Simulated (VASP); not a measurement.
## From VASP inputs to Ansatz: InP (strained zincblende)

INCAR

```
SIGMA = 0.02
NSW = 0
ENCUT = 520
LASPH = .TRUE.
LREAL = .FALSE.
NBANDS = 16
GGA = PE
ISIF = 2
LWAVE = .FALSE.
LELF = .TRUE.
IBRION = -1
NELM = 120
PREC = Accurate
ISMEAR = -1
EDIFF = 1E-7
LCHARG = .TRUE.
```

KPOINTS

```
KPOINTS created by Atomic Simulation Environment
0
Gamma
8 8 8
0 0 0
```

KPOINTS_OPT

```
special points
6
Reciprocal
0.0000000000 0.0000000000 0.0000000000 1
-0.5000000000 -0.5000000000 0.0000000000 1
-0.3750000000 -0.3750000000 0.2500000000 1
-0.3750000000 0.0000000000 0.3750000000 1
0.0000000000 0.0000000000 0.5000000000 1
-0.5000000000 -0.2500000000 0.2500000000 1
```

POSCAR

```
In P
 1.0000000000000000
     0.0000000000000000    2.8947118821000002    2.8947118821000002
     2.8947118821000002    0.0000000000000000    2.8947118821000002
     2.8947118821000002    2.8947118821000002    0.0000000000000000
 In  P
   1   1
Cartesian
  0.0000000000000000  0.0000000000000000  0.0000000000000000
  1.4473559410500001  1.4473559410500001  1.4473559410500001
```

VASP ran with the recommended PBE PAW datasets (18 valence electrons in the cell).

Q: Translate these files to an Ansatz input.

A: 

```yaml
crystal:
  lattice:
    - [0.0, 2.8947118821, 2.8947118821]
    - [2.8947118821, 0.0, 2.8947118821]
    - [2.8947118821, 2.8947118821, 0.0]
  atoms:
    - { symbol: In, position: [0.0, 0.0, 0.0] }
    - { symbol: P, position: [0.25, 0.25, 0.25] }
kpoints:
  mp_grid: { grid: [8, 8, 8] }
  band_path:
    path:
      - [0.0, 0.0, 0.0]
      - [-0.5, -0.5, 0.0]
      - [-0.375, -0.375, 0.25]
      - [-0.375, 0.0, 0.375]
      - [0.0, 0.0, 0.5]
      - [-0.5, -0.25, 0.25]
    npoints: 1
hamiltonian:
  xc: pbe
scf:
  occupations: { method: fermi_dirac, width: 0.02 }
  n_extra_bands: 4
output:
  forces: true
  stress: true
  eigenvalues: true
  write_density: true
  write_potential: true
  elf: true
  volumetric_format: npy
```

Other inputs would serve too.

|  | VASP | Ansatz |
| --- | --- | --- |
| gap between bands v and c | 0.91 eV | 0.92 eV |
| least direct gap | 0.91 eV | 0.92 eV |
| pressure | 6.3 GPa | 6.3 GPa |

Each program uses its own PAW datasets. VASP's cell holds 18 valence electrons and Ansatz's 18. Ansatz's stress includes a Pulay correction; VASP's doesn't.
